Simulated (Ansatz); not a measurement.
## PtSe$_{2}$: axial (c/a) deformation path

All numbers below come from DFT PBEsol, scalar-relativistic, plane waves, PAW in Ansatz 0.2.0. Settings: plane waves to 420 eV, k-mesh 18×18×12 (Γ-centred), Gaussian smearing 0.15 eV. Spin–orbit coupling is left out, which can shift energies with elements as heavy as these. No spin polarisation. Energies are free energies at this smearing, counted from the undisturbed cell; pressure is positive in compression.

The starting cell (relaxed at this level):

```
Pt Se
1.0
     3.76072    0.00000    0.00000
    -1.88036    3.25688    0.00000
     0.00000    0.00000    4.86331
Pt Se
1 2
Direct
  0.00000 0.00000 0.00000
  0.33333 0.66667 0.26068
  0.66667 0.33333 0.73932
```

At fixed volume and fractional coordinates, lengths along (0.000, 0.000, 1.000) are scaled against those across it; ρ is that ratio over its starting value. The cell is metallic on the mesh throughout.

```csv
ρ,ΔE (meV/atom),pressure (GPa)
0.800,?,?
0.850,74.8,-4.8
0.920,19.8,-2.5
0.960,4.7,-1.3
1.000,0.0,0.0
1.050,6.6,1.5
1.100,24.8,2.8
1.200,?,?
1.300,170.3,6.0
```

(1) Give the withheld values.

## Answers

(1) ΔE (meV/atom) at ρ = 0.800: 138.5; pressure (GPa) at ρ = 0.800: -6.3; ΔE (meV/atom) at ρ = 1.200: 86.7; pressure (GPa) at ρ = 1.200: 4.8.

Cost: 9 runs of about 5.3 core-minutes in all, on Arm Neoverse V2 (shared hosts).